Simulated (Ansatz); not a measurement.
**Cobalt, beta-Sn type under revPBE: structure, energy and stiffness**

What does revPBE give for cobalt in the beta-Sn type structure? We relax it, solve it on a dense k-mesh, then scale the cell to 7 volumes from 88 to 112 % of the relaxed one and try a fit of the equation of state. Spin polarisation is left out, though the real metal is magnetic, so this state lies above the ground state. The k-meshes are 15×15×10 for the relaxation; 30×30×21 for the dense run; 21×21×14 for the volumes.

Program: Ansatz 0.2.0. Level of theory: DFT revPBE, plane waves (420 eV) with PAW, scalar-relativistic; PBE-made PAW files. These are calculated values, not measurements.

## Step 1: The system as given

It takes space group I4_1/amd (No. 141, tetragonal). The conventional cell has a = 4.400 Å, b = 4.400 Å, c = 2.402 Å, α = 90.00°, β = 90.00°, γ = 90.00°. Co (site symmetry -4m2) has 6 Co at 2.28 to 2.40 Å as nearest neighbours.

Coordinates:

```cif
data_structure
_symmetry_space_group_name_H-M 'I4_1/amd:1'
_symmetry_Int_Tables_number 141
_cell_length_a 4.4000
_cell_length_b 4.4000
_cell_length_c 2.4024
_cell_angle_alpha 90.000
_cell_angle_beta 90.000
_cell_angle_gamma 90.000
_cell_volume 46.51
loop_
_atom_site_label
_atom_site_type_symbol
_atom_site_symmetry_multiplicity
_atom_site_Wyckoff_symbol
_atom_site_fract_x
_atom_site_fract_y
_atom_site_fract_z
_atom_site_occupancy
Co1 Co 4 a 0.00000 0.00000 0.00000 1
```

## Step 2: Relaxing cell and atoms

File input.yaml:

```yaml
crystal:
  lattice:
    - [-2.1999784191, 2.1999784191, 1.2011882168]
    - [2.1999784191, -2.1999784191, 1.2011882168]
    - [2.1999784191, 2.1999784191, -1.2011882168]
  atoms:
    - { symbol: Co, position: [0.0, 0.0, 0.0] }
    - { symbol: Co, position: [0.75, 0.25, 0.5] }
hamiltonian:
  xc: revpbe
  pseudopotentials:
    kind: paw
    azcp:
      Co: "pseudopotentials/Co.paw.azcp"
basis:
  ecutwfc: 420
  fft_grid_basis: typed
kpoints:
  mp_grid: { grid: [15, 15, 10], shift: [0, 0, 0] }
magnetization:
  spin_polarized: false
scf:
  occupations: { method: fermi_dirac, width: 0.1 }
relax:
  max_steps: 60
  f_tol: 0.01
  cell: {}
output:
  write_density: true
  write_potential: true
  elf: true
  volumetric_format: npy
```

After this run come: Single point on a dense mesh; Equation of state: 88 %; Equation of state: 92 %; Equation of state: 96 %; Equation of state: 100 %; Equation of state: 104 %; Equation of state: 108 %; Equation of state: 112 %.

Q: Predict the outcome of this session. Wanted: space group; conventional cell; volume; shortest distance; gap on the mesh; relative to hcp, ferromagnetic; V₀, B₀, B₀′.

As calculated:

| quantity | value |
| --- | --- |
| space group (spins left aside) | Cmcm (No. 63) |
| conventional cell | a = 2.432 Å, b = 7.444 Å, c = 2.448 Å |
| volume | 11.080 Å³/atom |
| shortest distance | 2.370 Å |
| gap on the mesh | none (levels filled in part) |
| relative to hcp, ferromagnetic | +454 meV/atom |
| V₀, B₀, B₀′ | 11.036 Å³/atom, 218 GPa, 4.7 |

In words: The relaxation shrank the cell by 4.7 % in volume. What began as beta-Sn type has relaxed into Cmcm. What follows belongs to that structure, not to the type named at the start. The mesh has less symmetry than the lattice, which may have let the distortion in. Against the reference form of cobalt (hcp, ferromagnetic, computed apart with the same settings) it stands 454 meV/atom higher; part of this is magnetic energy, as this run has no moments. No gap shows: it is a metal or semimetal at this level. B₀ comes out at 218 GPa; letting shape and positions relax at each volume could only lower it.
